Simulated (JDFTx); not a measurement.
**CdTe under changes of volume**

One of the cells (32.922 Å³/atom); the others are scaled copies at fixed shape and fractional positions:

```
Te Cd
1.0
     0.00000    3.20500    3.20500
     3.20500    0.00000    3.20500
     3.20500    3.20500    0.00000
Te Cd
1 1
Direct
  0.75000 0.75000 0.75000
  0.00000 0.00000 0.00000
```

- Program: JDFTx 1.7.0 (patched build)
- Functional: r2SCAN
- Potentials or basis: SG15-PBE-1.2 with smoothed tails
- Cutoff: 1088 eV
- Density cutoff: 8708 eV
- k mesh: 4 × 4 × 4
- Occupations: fermi-dirac, width 0.05 eV
- Spin: no spin polarisation

```csv
volume (Å³/atom),energy over the lowest point (meV/atom),pressure (GPa),gap on the mesh (eV)
30.947,75.70,6.8,1.34
31.605,50.83,5.3,1.27
32.263,?,?,?
32.922,17.51,2.9,1.14
33.580,7.81,1.9,1.08
34.239,2.11,0.9,1.02
34.897,0.00,0.1,0.96
```

Task: What does the run at 32.263 Å³/atom give?

Result: Energy over the lowest point 31.68 meV/atom; pressure 4.0 GPa; gap on the mesh 1.21 eV.

Worked out: A Birch-Murnaghan fit of order 3 (a polynomial in V^(-2/3)) to the other rows has its minimum at 35.00 Å³/atom, just outside them, with B0 = V·E''(V) = 40 GPa and B' = 5.2. It gives 31.66 meV/atom at 32.263 Å³/atom, against the run's 31.68, and -dE/dV = 4.0 GPa, against 4.0. A straight line through the other rows of the gap, of slope -3.15 eV per unit of ln V (its deformation potential), gives 1.21 eV, against the run's 1.21.

Energies are extrapolated to zero smearing.

Caveats: some runs use coarse meshes; the potentials were made for another functional, which shifts forces and pressure; spin-orbit coupling is left out, which moves the levels of the heavy elements.
